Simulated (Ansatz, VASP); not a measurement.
**One calculation of Na, two programs**

```
Na
1.0
    -2.07374    2.07374    2.07374
     2.07374   -2.07374    2.07374
     2.07374    2.07374   -2.07374
Na
1
Direct
  0.00000 0.00000 0.00000
```

Alike in both runs: task single point; functional PBE; k mesh 14 × 14 × 14; occupations gaussian, width 0.1 eV; no spin polarisation.

|  | VASP | Ansatz |
| --- | --- | --- |
| version | VASP 6.6.1 | Ansatz 0.2.0 |
| potentials or method | VASP PAW PBE potentials, release 64 (Na_pv) | scalar-relativistic, plane waves, PAW |
| plane-wave cutoff (eV) | 520 | 420 |
| valence electrons in the cell | 7 | 9 |

```csv
,VASP,Ansatz,Ansatz less VASP
gap on the k mesh at the Fermi level (eV),none,none,-
pressure (GPa),0.3,0.3,+0.01
```

A gap of «none» marks a metal or a gap that the smearing closes. The two sets of potentials don't hold the same shells in valence.
